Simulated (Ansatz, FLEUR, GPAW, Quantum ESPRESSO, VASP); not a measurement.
## Fitting the PBEsol energy curve of BaTiO3

```cif
data_structure
_symmetry_space_group_name_H-M 'Pm-3m'
_symmetry_Int_Tables_number 221
_cell_length_a 4.0060
_cell_length_b 4.0060
_cell_length_c 4.0060
_cell_angle_alpha 90.000
_cell_angle_beta 90.000
_cell_angle_gamma 90.000
_cell_volume 64.29
loop_
_atom_site_label
_atom_site_type_symbol
_atom_site_symmetry_multiplicity
_atom_site_Wyckoff_symbol
_atom_site_fract_x
_atom_site_fract_y
_atom_site_fract_z
_atom_site_occupancy
Ba1 Ba 1 b 0.50000 0.50000 0.50000 1
Ti1 Ti 1 a 0.00000 0.00000 0.00000 1
O1 O 3 d 0.00000 0.00000 0.50000 1
```

The cell was scaled at fixed shape and fractions and run with GPAW, PAW data sets generated for this functional, cutoff 800 eV; PBEsol, k mesh 7 × 7 × 7 on the cell of 5 atoms, fermi-dirac occupations of 0.05 eV, no spin polarisation, no spin-orbit coupling. Energies are those that the program minimises, any entropy of the smearing included.

```tsv
V (Å³/atom)	energy over the lowest row (meV/atom)
12.0862	14.76
12.3434	?
12.6005	0.00
12.8577	1.89
13.1148	9.17
13.3720	21.13
13.6291	37.36
```

**Question.** Fit the third-order Birch-Murnaghan form, give V0, B0 and B′, and predict the energy left open.

**Answer.** With y = (V0/V)^(2/3), E = E0 + (9 V0 B0/16) [(y - 1)³ B′ + (y - 1)² (6 - 4y)]. Least squares through the rows shown give V0 = 12.6418 Å³/atom, E0 = -0.09 meV, B0 = 179.1 GPa (1 eV/Å³ = 160.218 GPa) and B′ = 4.61, with a largest miss of 0.02 meV. At V = 12.3434 the form with these constants gives 4.03 meV; the run gave 4.05 meV an atom. Other set-ups at this level, from all their volumes (Å³/atom, GPa): FLEUR, all-electron, FLAPW: V0 12.510, B0 182.1; Ansatz, all-electron LAPW, scalar-relativistic: V0 12.513, B0 180; Quantum ESPRESSO, GBRV 1.5 PBEsol: V0 12.600, B0 180.2; VASP, PBE PAW files Ba_sv, O, Ti_sv, 520 eV (made for PBE): V0 12.662, B0 178.1. Measured volume: 12.89 Å³/atom (pmc:7004307, doi:10.1371/journal.pone.0228644), so the fit lies -1.9 % from it. The runs are for a static lattice.
